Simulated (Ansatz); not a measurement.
Geometry optimisation in Ansatz: input, command and trajectory.

```yaml
crystal:
  lattice:
    - [4.9508677992, 0.0, 0.0]
    - [-2.4754338996, 4.2875772849, 0.0]
    - [0.0, 0.0, 7.0726688777]
  atoms:
    - { symbol: Sb, position: [0.0, 0.0, 0.0] }
    - { symbol: Sb, position: [0.0, 0.0, 0.5] }
    - { symbol: S, position: [0.3333333333, 0.6666666667, 0.25] }
    - { symbol: S, position: [0.6666666667, 0.3333333333, 0.75] }
basis:
  ecutwfc: 420
kpoints:
  mp_grid: { grid: [6, 6, 4] }
hamiltonian:
  xc: pbe
scf:
  occupations: { method: gaussian, width: 0.1 }
  lower_state_search: "off"
output:
  forces: true
  stress: true
  eigenvalues: true
relax:
  adjacent_minimum: "off"
  f_tol: 0.04
  max_steps: 70
  cell: { stress_tol: 0.4 }
```

```bash
ansatz run input.yaml --threads 1 --pin off --max-ram 2560MiB --backend cpu --events-out ev --progress --plain --runs-dir out
```

Computed with Ansatz, DFT PBE, scalar-relativistic, plane waves, PAW.

Of 6 frames 6 are shown, positions in Å and forces in eV/Å; the SCF threshold varies from step to step. Steps run on the plane waves of an earlier cell, with a Pulay correction in the pressure. The basis is chosen afresh for the last frame, the zero of the energies, and at times for earlier ones too; energy and pressure step there, also at an unchanged geometry.

```xyz
4
Lattice="4.9509 0.0000 0.0000 -2.4754 4.2876 0.0000 0.0000 0.0000 7.0727" Properties=species:S:1:pos:R:3:forces:R:3 pbc="T T T" step=1 free_energy_over_end_meV_per_atom=533.22 pressure_GPa=-9.99
Sb    0.0000    0.0000    0.0000    0.0000    0.0000    0.0000
Sb    0.0000    0.0000    3.5363    0.0000    0.0000    0.0000
S     0.0000    2.8584    1.7682    0.0000    0.0000    0.0000
S     2.4754    1.4292    5.3045    0.0000    0.0000    0.0000
4
Lattice="4.7230 0.0000 0.0000 -2.3615 4.0903 0.0000 0.0000 0.0000 6.7312" Properties=species:S:1:pos:R:3:forces:R:3 pbc="T T T" step=2 free_energy_over_end_meV_per_atom=234.80 pressure_GPa=-8.64
Sb    0.0000    0.0000    0.0000    0.0000    0.0000    0.0000
Sb    0.0000    0.0000    3.3656    0.0000    0.0000    0.0000
S     0.0000    2.7268    1.6828    0.0000    0.0000    0.0000
S     2.3615    1.3634    5.0484    0.0000    0.0000    0.0000
4
Lattice="4.4814 0.0000 0.0000 -2.2407 3.8810 0.0000 0.0000 0.0000 6.3996" Properties=species:S:1:pos:R:3:forces:R:3 pbc="T T T" step=3 free_energy_over_end_meV_per_atom=34.44 pressure_GPa=-4.30
Sb    0.0000    0.0000    0.0000    0.0000    0.0000    0.0000
Sb    0.0000    0.0000    3.1998    0.0000    0.0000    0.0000
S     0.0000    2.5874    1.5999    0.0000    0.0000    0.0000
S     2.2407    1.2937    4.7997    0.0000    0.0000    0.0000
4
Lattice="4.2370 0.0000 0.0000 -2.1185 3.6693 0.0000 0.0000 0.0000 6.2446" Properties=species:S:1:pos:R:3:forces:R:3 pbc="T T T" step=4 free_energy_over_end_meV_per_atom=10.94 pressure_GPa=3.27
Sb    0.0000    0.0000    0.0000    0.0000    0.0000    0.0000
Sb    0.0000    0.0000    3.1223    0.0000    0.0000    0.0000
S     0.0000    2.4462    1.5612    0.0000    0.0000    0.0000
S     2.1185    1.2231    4.6835    0.0000    0.0000    0.0000
4
Lattice="4.3154 0.0000 0.0000 -2.1577 3.7373 0.0000 0.0000 0.0000 6.3260" Properties=species:S:1:pos:R:3:forces:R:3 pbc="T T T" step=5 free_energy_over_end_meV_per_atom=-0.81 pressure_GPa=-0.04
Sb    0.0000    0.0000    0.0000    0.0000    0.0000    0.0000
Sb    0.0000    0.0000    3.1630    0.0000    0.0000    0.0000
S     0.0000    2.4915    1.5815    0.0000    0.0000    0.0000
S     2.1577    1.2458    4.7445    0.0000    0.0000    0.0000
4
Lattice="4.3154 0.0000 0.0000 -2.1577 3.7373 0.0000 0.0000 0.0000 6.3260" Properties=species:S:1:pos:R:3:forces:R:3 pbc="T T T" step=6 free_energy_over_end_meV_per_atom=0.00 pressure_GPa=-0.05
Sb    0.0000    0.0000    0.0000    0.0000    0.0000    0.0000
Sb    0.0000    0.0000    3.1630    0.0000    0.0000    0.0000
S     0.0000    2.4915    1.5815    0.0000    0.0000    0.0000
S     2.1577    1.2458    4.7445    0.0000    0.0000    0.0000
```

The start puts this composition into another compound's structure type, which needn't suit it. The cell shrinks from 37.5 to 25.5 Å³ an atom, so the end can be far from any stable crystal. At the end the space group is P6_3/mmc (tolerance 0.05 Å).

It took 15 s on 1 thread of Intel(R) Xeon(R) 6975P-C (Granite Rapids) (shared host), peak memory 0.45 GiB.

The k mesh is coarse.